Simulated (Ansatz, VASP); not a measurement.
Mo: VASP beside Ansatz

INCAR

```
PREC = Accurate
ENCUT = 520
EDIFF = 1E-6
ISMEAR = -1
SIGMA = 0.1
LREAL = F
LASPH = T
NELM = 100
ALGO = Normal
ISIF = 2
LWAVE = F
LCHARG = T
GGA = PS
LELF = T
LVHAR = T
NBANDS = 13
```

File KPOINTS:

```
Automatic mesh
0
Gamma
  15 15 15
```

POSCAR

```
Mo
1.0
    2.2610860271      0.0000000000      0.0000000000
    0.0000000000      2.2610860271      0.0000000000
    0.0000000000      0.0000000000      2.2610860271
Mo
1
Direct
    0.0000000000      0.0000000000      0.0000000000
```

Input for Ansatz:

```yaml
crystal:
  lattice:
    - [2.2610860271, 0.0, 0.0]
    - [0.0, 2.2610860271, 0.0]
    - [0.0, 0.0, 2.2610860271]
  atoms:
    - { symbol: Mo, position: [0.0, 0.0, 0.0] }
kpoints:
  mp_grid: { grid: [15, 15, 15] }
scf:
  occupations: { method: fermi_dirac, width: 0.1 }
hamiltonian:
  xc: pbesol
  pseudopotentials: { kind: paw }
output:
  forces: true
  stress: true
  eigenvalues: true
  populations: true
  write_density: true
  write_potential: true
  elf: true
  volumetric_format: npy
```

Change from the starting cell: volume scaled by 0.68, PAW files.

Alike in both runs: task single point; functional PBEsol; k mesh 15 × 15 × 15; occupations fermi-dirac, width 0.1 eV; no spin polarisation.

|  | VASP | Ansatz |
| --- | --- | --- |
| version | VASP 6.6.1 | Ansatz 0.2.0 |
| potentials or method | VASP PAW PBE potentials, release 64 (Mo_sv) | PAW with Ansatz's default frozen-core files, scalar-relativistic |
| plane-wave cutoff (eV) | 520 | 420 |
| valence electrons in the cell | 14 | 14 |

|  | VASP | Ansatz | Ansatz less VASP |
| --- | --- | --- | --- |
| pressure (GPa) | 180.0 | 175.8 | -4.22 |

Caveats: the cell as given lies far from equilibrium; so large a pressure means that the cell lies far from this level's equilibrium, or that cutoff or potentials fall short (VASP); the potentials were made for another functional, which shifts forces and pressure (VASP).
